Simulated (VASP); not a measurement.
Input of a VASP 6.6.1 run:

The input INCAR:

```
SYSTEM = EuO
PREC = Accurate
ENCUT = 600
EDIFF = 1E-6
ISMEAR = 0
SIGMA = 0.05
LREAL = .FALSE.
LASPH = .TRUE.
NELM = 200
ALGO = Normal
ISIF = 2
LWAVE = .FALSE.
LCHARG = .FALSE.
ISPIN = 2
MAGMOM = 7.24 0
LORBIT = 11
LMAXMIX = 6
GGA = PE
NBANDS = 22
GGA_COMPAT = .FALSE.
```

The input KPOINTS:

```
Automatic mesh
0
G
  12 12 12
  0 0 0
```

The input POSCAR:

```
EuO
1.0
    0.0000000000      2.5302957997      2.5302957997
    2.5302957997      0.0000000000      2.5302957997
    2.5302957997      2.5302957997      0.0000000000
Eu O
1 1
Direct
    0.0000000000      0.0000000000      0.0000000000
    0.5000000000      0.5000000000      0.5000000000
```

Potentials or basis: VASP PAW PBE potentials, release 64 (Eu, O).

Command:

```bash
$ cat potpaw_PBE.64/Eu/POTCAR potpaw_PBE.64/O/POTCAR > POTCAR
$ mpirun -np 1 vasp_std > vasp.out
```

(1) What does it give for the site moments?

(2) What does it give for the net moment?

(3) What does it give for the pressure?

Results:

(1) Eu +6.58; O -0.10 μB.

(2) 6.95 μB per cell.

(3) -0.2 GPa.

Caveat: spin-orbit coupling is left out, which moves the levels of the heavy elements; a cell with one magnetic atom can't hold antiferromagnetic order, which such compounds often take; semilocal functionals describe open f shells poorly, which spoils levels, moments and volumes.

**Measured values to compare with.**

A printed reference work, monograph reports, for a bulk crystal of EuO at 300 K: band gap 1.115 eV (optical).

A measured gap of EuO is 1.115 eV (optical; 300 K; a printed reference work, monograph); the calculated 0.00 eV misses it by -1.11 eV. So large a miss can be the level of theory's own, or it may mean another phase, state or a wrong row. Spin-orbit coupling on Eu is left out. The value is that of PBE on a finite k mesh, which can miss the band edges, without temperature or zero-point motion. Semilocal functionals fall short of measured gaps as a rule. The run's magnetic order (collinear spin, ferromagnetic start) needn't be the measured crystal's.
